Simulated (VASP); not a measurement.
K, 1 atom in the cell. The structure is cubic, space group Im-3m (No. 229). Conventional cell: a = 5.395 Å, b = 5.395 Å, c = 5.395 Å, α = 90.00°, β = 90.00°, γ = 90.00°. 

```yaml
Program: VASP 6.6.1
Task: equation of state
Functional: r2SCAN
Dispersion: rVV10
Potentials_or_basis: VASP PAW PBE potentials, release 64 (K_sv)
Cutoff: 520 eV
k_mesh: 7 × 7 × 7
Occupations: fermi-dirac, width 0.1 eV
Spin: no spin polarisation
Further_INCAR_settings: ALGO = Normal; EDIFF = 1.00e-06
```

Potentials or basis: VASP PAW PBE potentials, release 64 (K_sv).

Command:

```console
$ python run.py
```

Hardware: 1 thread of Intel(R) Xeon(R) Platinum 8488C (Sapphire Rapids), with other jobs on the host.

Q: How long does it take, and how much memory?

A: Wall time 25 min on 1 thread of Intel(R) Xeon(R) Platinum 8488C (Sapphire Rapids), on a shared host, peak memory 0.39 GiB. Counts: scf iterations 36, k points 20.
